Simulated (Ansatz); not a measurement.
Antifluorite K₂S (r2SCAN geometry), in Ansatz:

Space group Fm-3m (No. 225). a = 7.406 Å, b = 7.406 Å, c = 7.406 Å, α = 90.00°, β = 90.00°, γ = 90.00°
```json
{"atom": "S", "site": "4a", "symmetry": "m-3m", "x": "0.0000", "y": "0.0000", "z": "0.0000"}
{"atom": "K", "site": "8c", "symmetry": "-43m", "x": "0.2500", "y": "0.7500", "z": "0.7500"}
```

G0W0@PBE with 556 empty bands, a screening cutoff of 180 eV and a 4×4×4 mesh (PAW, contour deformation) gives 3.962 eV over the mesh points, from a PBE gap of 2.381 eV; it sums over 568 bands with 537 plane waves in the screening and a wave cutoff of 420 eV. The G0W0 figures hold for the stated bands, cutoff and mesh and aren't extrapolated. The values are computed, spin-unpolarised, and not measurements.

Problem. Estimate the gap with empty bands 1080, screening cutoff 260 eV.

Solution. 3.998 eV (+0.036 eV), from a Kohn-Sham gap of 2.381 eV.

Problem. Estimate the gap with potentials of the kind norm-conserving, with them a wave cutoff of 850 eV.

Solution. 3.954 eV (-0.008 eV), from a Kohn-Sham gap of 2.380 eV.

Problem. Estimate the gap with empty bands 230, screening cutoff 100 eV.

Solution. 3.844 eV (-0.118 eV), from a Kohn-Sham gap of 2.381 eV.
